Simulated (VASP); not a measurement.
BaTiO3:

```xyz
5
Lattice="2.8274 1.6324 2.3184 -2.8274 1.6324 2.3184 0.0000 -3.2648 2.3184" Properties=species:S:1:pos:R:3 pbc="T T T"
Ba    0.0000    0.0000    0.0000
Ti    0.0000    0.0000    3.3698
O     1.3885   -0.8017    2.3988
O    -1.3885   -0.8017    2.3988
O     0.0000    1.6033    2.3988
```

```yaml
Program: VASP 6.6.1
Task: single point
Functional: PBEsol
Potentials_or_basis: VASP PAW PBE potentials, release 64 (Ba_sv, Ti_sv, O)
Cutoff: 520 eV
k_mesh: 7 × 7 × 7
Occupations: fermi-dirac, width 0.05 eV
Spin: no spin polarisation
```

On this cell: pressure 0.6 GPa; largest force 0.143 eV/Å; band gap on the k mesh 2.40 eV, indirect (least direct gap 2.74 eV).

The same run follows on a disturbed copy (atoms moved at random, drawn with an rms of 0.05 Å):

```xyz
5
Lattice="2.8274 1.6324 2.3184 -2.8274 1.6324 2.3184 0.0000 -3.2648 2.3184" Properties=species:S:1:pos:R:3 pbc="T T T"
Ba   -0.0133   -0.0570   -0.0314
Ti    0.0298   -0.0136    3.3333
O     1.4171   -0.8379    2.4026
O    -1.4111   -0.7929    2.4460
O    -0.0089    1.6263    2.4086
```

Q: What does the disturbed cell give?

A: The energy moves by +9.6 meV/atom; pressure 0.9 GPa; largest force 0.554 eV/Å; band gap on the k mesh 2.52 eV, indirect (least direct gap 2.94 eV).

Forces in eV/Å, atoms in the order of the input:
```
Ba   0.199  0.309  0.006
Ti  -0.306 -0.098  0.451
O   -0.306  0.320  0.077
O    0.183 -0.153 -0.461
O    0.229 -0.378 -0.072
```

Stress tensor (GPa, compression positive):
```
 0.72  0.24 -0.08
 0.24  0.45  0.47
-0.08  0.47  1.55
```

Caveats: the PAW data sets were made with another functional, which shifts forces and pressure a little; spin-orbit coupling is left out, which moves the levels of the heavy elements; an odd mesh through Γ misses points on the zone boundary, where band edges often lie.
